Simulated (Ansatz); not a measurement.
# SrO: how the settings move a single-point run

Question: which choices in the input matter for SrO? The cell is built on a prototype (CsCl type) and needn't be the phase found in nature.

Method: reference: DFT, HSE06, plane waves, PAW, in Ansatz 0.2.0.

3 further runs of the same task are left out: 1 for a known fault of the program, 2 that didn't finish.

**1. Starting point**

Symmetry: Pm-3m, No. 221, cubic system. Conventional cell: a = 3.103 Å, b = 3.103 Å, c = 3.103 Å, α = 90.00°, β = 90.00°, γ = 90.00°. Sr (site symmetry m-3m) is surrounded by 8 O at 2.69 Å. O (site symmetry m-3m) is surrounded by 8 Sr at 2.69 Å.

Coordinates:

```cif
data_structure
_symmetry_space_group_name_H-M 'P 1'
_symmetry_Int_Tables_number 1
_cell_length_a 3.1029
_cell_length_b 3.1029
_cell_length_c 3.1029
_cell_angle_alpha 90.000
_cell_angle_beta 90.000
_cell_angle_gamma 90.000
_cell_volume 29.87
loop_
_atom_site_label
_atom_site_type_symbol
_atom_site_fract_x
_atom_site_fract_y
_atom_site_fract_z
_atom_site_occupancy
Sr1 Sr 0.00000 0.00000 0.00000 1
O1 O 0.50000 0.50000 0.50000 1
```

**2. Reference**

Input file input.yaml:

```yaml
crystal:
  lattice:
    - [3.1028650697, 0.0, 0.0]
    - [0.0, 3.1028650697, 0.0]
    - [0.0, 0.0, 3.1028650697]
  atoms:
    - { symbol: Sr, position: [0.0, 0.0, 0.0] }
    - { symbol: O, position: [0.5, 0.5, 0.5] }
kpoints:
  mp_grid: { grid: [4, 4, 4] }
hamiltonian:
  xc: hse06
scf:
  occupations: { method: fixed }
  n_extra_bands: 4
output:
  forces: true
  stress: true
  eigenvalues: true
```

Run with:

```bash
> ansatz run input.yaml --threads 4 --pin off --max-ram 3686MiB --backend cpu --events-out ev --progress --plain --runs-dir out
```

**3. Changed: mp_grid.grid [6, 6, 6], xc pbe**

Changes to input.yaml since step 2:

```diff
@@ -9,5 +9,5 @@
 kpoints:
-  mp_grid: { grid: [4, 4, 4] }
+  mp_grid: { grid: [6, 6, 6] }
 hamiltonian:
-  xc: hse06
+  xc: pbe
 scf:
```

**4. Variant: xc wpbeh**

Changes to input.yaml since step 2:

```diff
@@ -11,3 +11,3 @@
 hamiltonian:
-  xc: hse06
+  xc: wpbeh
 scf:
```

**5. Changing settings: exchange pbe, correlation pbe, coeff 0.15, omega 0.3**

Changes to input.yaml since step 2:

```diff
@@ -11,3 +11,3 @@
 hamiltonian:
-  xc: hse06
+  xc: { exchange: pbe, correlation: pbe, exx: { coeff: 0.15, omega: 0.3 } }
 scf:
```

**6. Changing settings: exchange pbe, correlation pbe, coeff 1.0**

Changes to input.yaml since step 2:

```diff
@@ -11,3 +11,3 @@
 hamiltonian:
-  xc: hse06
+  xc: { exchange: pbe, correlation: pbe, exx: { coeff: 1.0 } }
 scf:
```

**7. Changing settings: exchange pbe, correlation pbe, coeff 0.05, omega 0.3**

Changes to input.yaml since step 2:

```diff
@@ -11,3 +11,3 @@
 hamiltonian:
-  xc: hse06
+  xc: { exchange: pbe, correlation: pbe, exx: { coeff: 0.05, omega: 0.3 } }
 scf:
```

**Question.** What will these runs give? Wanted: for each run, ending; energy change; pressure; gap; force.

As calculated:

```csv
run,ending,energy change,pressure (GPa),gap (eV),force (eV/Å),cycles,time
reference,converged,-,-0.3,4.32,0.00,13,14 s
"1: mp_grid.grid [6, 6, 6], xc pbe",converged,not comparable,2.8,2.80,0.00,6,2.2 s
2: xc wpbeh,converged,not comparable,-0.1,4.28,0.00,13,17 s
"3: exchange pbe, correlation pbe, coeff 0.15, omega 0.3",converged,not comparable,1.0,3.54,0.00,11,17 s
"4: exchange pbe, correlation pbe, coeff 1.0",converged,not comparable,-9.2,12.46,0.00,23,23 s
"5: exchange pbe, correlation pbe, coeff 0.05, omega 0.3",converged,not comparable,2.2,3.04,0.00,10,16 s
```

Residual by cycle in the longest SCF loop of each run; runs are numbered as in the table. The quantity is the density residual dr2, in eV.

```csv
cycle,reference,run 1,run 2,run 3,run 4,run 5
1,0.0364,0.00536,0.0361,0.0154,0.161,0.00246
2,0.0143,0.00559,0.0147,0.00752,0.0831,1.4e-4
3,0.00161,4.8e-5,0.00157,5.7e-4,0.0305,2.7e-6
4,4.2e-4,4.1e-6,4.2e-4,8.9e-5,0.0117,3.7e-7
5,1.3e-5,3.3e-7,1.2e-5,2.3e-6,6.9e-4,1.5e-8
6,2.8e-6,2.8e-8,1.6e-6,2.3e-7,6.6e-4,-
7,-,-,-,-,1.3e-5,-
```

Of the variants the dearest is «exchange pbe, correlation pbe, coeff 1.0» (23 s), the cheapest «mp_grid.grid [6, 6, 6], xc pbe» (2.2 s), on a shared host.
